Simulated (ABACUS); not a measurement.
# InP: equation of state with LDA

**Experimental background.**

From a printed reference work, data compilation, for a bulk crystal of InP: bulk modulus 71 GPa.

InP:

```
CELL_PARAMETERS angstrom
0.00000 2.93050 2.93050
2.93050 0.00000 2.93050
2.93050 2.93050 0.00000
ATOMIC_POSITIONS crystal
In 0.00000 0.00000 0.00000
P 0.75000 0.75000 0.75000
```

```yaml
Program: ABACUS 3.10.1
Task: equation of state
Functional: LDA
Potentials_or_basis: PseudoDojo NC SR 0.4.1 LDA standard
Cutoff: 1361 eV
Density_cutoff: 5442 eV
Basis: DZP LCAO (the cutoffs set its grid)
k_mesh: 7 × 7 × 7
Occupations: fermi-dirac, width 0.05 eV
Spin: no spin polarisation
```

The equilibrium volume is 24.95 Å³/atom and the bulk modulus is 71 GPa. The pressure derivative of the bulk modulus is 4.7 (rough: it moves with the points fitted).

Energy against volume, from the lowest point:
| volume (Å³/atom) | energy (meV/atom) |
| --- | --- |
| 23.657 | 15.72 |
| 24.663 | 0.00 |
| 25.670 | 3.67 |
| 26.677 | 22.75 |

All runs of the series together: 18 s on 4 threads of Intel(R) Xeon(R) Platinum 8488C (Sapphire Rapids) (shared host).

A measured bulk modulus of InP is 71 GPa (a printed reference work, data compilation); the calculated 71 GPa misses it by +0.5 %. The fit is for a static lattice scaled at fixed shape and fixed fractional positions.

Caveat: the atomic orbitals were generated for these runs and aren't a published set; the basis of atomic orbitals isn't converged, which shifts pressures, moduli and gaps. LDA usually gives volumes a few per cent too small.
